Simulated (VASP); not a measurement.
A run of VASP 6.6.1 is set up as follows.

The input POSCAR:

```
CuI
1.0
    4.0901961900      0.0000000000      0.0000000000
    0.0000000000      4.0901961900      0.0000000000
    0.0000000000      0.0000000000      6.5514580400
I Cu
2 2
Direct
    0.0000000000      0.5000000000      0.7430343600
    0.5000000000      0.0000000000      0.2569656400
    0.0000000000      0.0000000000      0.0000000000
    0.5000000000      0.5000000000      0.0000000000
```

Contents of INCAR.step1:

```
PREC     = Accurate       # precision mode
ENCUT    = 520            # plane-wave cutoff, eV
EDIFF    = 1E-6           # SCF threshold, eV
ISMEAR   = 0              # smearing method
SIGMA    = 0.02           # smearing width, eV
LREAL    = F              # projectors in reciprocal space
LASPH    = T              # aspherical terms in the spheres
NELM     = 100            # most SCF steps
ALGO     = Normal         # electronic algorithm
ISIF     = 2              # what is computed and relaxed
LWAVE    = F              # write WAVECAR
LCHARG   = T              # write CHGCAR
LMAXMIX  = 4              # l up to which the mixer works
GGA      = PS             # functional
```

File KPOINTS.step1:

```
Automatic mesh
0
Gamma
  8 8 4
```

The input INCAR.step2:

```
PREC     = Accurate       # precision mode
ENCUT    = 520            # plane-wave cutoff, eV
EDIFF    = 1E-6           # SCF threshold, eV
ISMEAR   = 0              # smearing method
SIGMA    = 0.05           # smearing width, eV
LREAL    = F              # projectors in reciprocal space
LASPH    = T              # aspherical terms in the spheres
NELM     = 100            # most SCF steps
ALGO     = Normal         # electronic algorithm
ISIF     = 2              # what is computed and relaxed
LWAVE    = F              # write WAVECAR
LCHARG   = F              # write CHGCAR
LMAXMIX  = 4              # l up to which the mixer works
GGA      = PS             # functional
ICHARG   = 11             # starting density
```

The input KPOINTS.step2:

```
path GXMGZRAZ,XR,MA
10
line-mode
reciprocal
 0.0000000000  0.0000000000  0.0000000000  G
 0.0000000000  0.5000000000  0.0000000000  X

 0.0000000000  0.5000000000  0.0000000000  X
 0.5000000000  0.5000000000  0.0000000000  M

 0.5000000000  0.5000000000  0.0000000000  M
 0.0000000000  0.0000000000  0.0000000000  G

 0.0000000000  0.0000000000  0.0000000000  G
 0.0000000000  0.0000000000  0.5000000000  Z

 0.0000000000  0.0000000000  0.5000000000  Z
 0.0000000000  0.5000000000  0.5000000000  R

 0.0000000000  0.5000000000  0.5000000000  R
 0.5000000000  0.5000000000  0.5000000000  A

 0.5000000000  0.5000000000  0.5000000000  A
 0.0000000000  0.0000000000  0.5000000000  Z

 0.0000000000  0.5000000000  0.0000000000  X
 0.0000000000  0.5000000000  0.5000000000  R

 0.5000000000  0.5000000000  0.0000000000  M
 0.5000000000  0.5000000000  0.5000000000  A
```

Potentials or basis: VASP PAW PBE potentials, release 64 (I, Cu).

The run is started by

```bash
$ cat potpaw_PBE.64/I/POTCAR potpaw_PBE.64/Cu/POTCAR > POTCAR
$ cp INCAR.step1 INCAR
$ cp KPOINTS.step1 KPOINTS
$ mpirun -np 1 vasp_std > vasp.out
$ cp INCAR.step2 INCAR
$ cp KPOINTS.step2 KPOINTS
$ mpirun -np 1 vasp_std > vasp.out
```

Question: What does it give for the band gap on the k mesh?

Answer: 1.50 eV, direct.

Question: What does it give for the band gap along the path?

Answer: 1.50 eV, direct.

Levels at the corners of the path, in eV from the valence-band top:
```tsv
point	band 16	band 17	band 18	band 19	band 20	band 21
Γ	-0.79	0.00	0.00	1.50	3.00	3.27
X	-1.10	-0.47	-0.47	3.57	3.57	4.90
X	-1.10	-0.47	-0.47	3.57	3.57	4.90
M	-1.68	-1.08	-1.08	2.62	2.62	2.77
M	-1.68	-1.08	-1.08	2.62	2.62	2.77
Γ	-0.79	0.00	0.00	1.50	3.00	3.27
Γ	-0.79	0.00	0.00	1.50	3.00	3.27
Z	-1.16	-0.28	-0.28	3.19	3.19	3.39
Z	-1.16	-0.28	-0.28	3.19	3.19	3.39
R	-0.74	-0.44	-0.44	2.23	2.23	5.08
R	-0.74	-0.44	-0.44	2.23	2.23	5.08
A	-1.68	-1.00	-1.00	3.99	3.99	4.05
A	-1.68	-1.00	-1.00	3.99	3.99	4.05
Z	-1.16	-0.28	-0.28	3.19	3.19	3.39
X	-1.10	-0.47	-0.47	3.57	3.57	4.90
R	-0.74	-0.44	-0.44	2.23	2.23	5.08
M	-1.68	-1.08	-1.08	2.62	2.62	2.77
A	-1.68	-1.00	-1.00	3.99	3.99	4.05
```

Caveat: the log is that of the step along the path at fixed density, whose energy, stress, charges and moments have no meaning; spin-orbit coupling is left out, which moves the levels of the heavy elements. A hybrid or GW would open this gap; PBEsol tends to underestimate it.
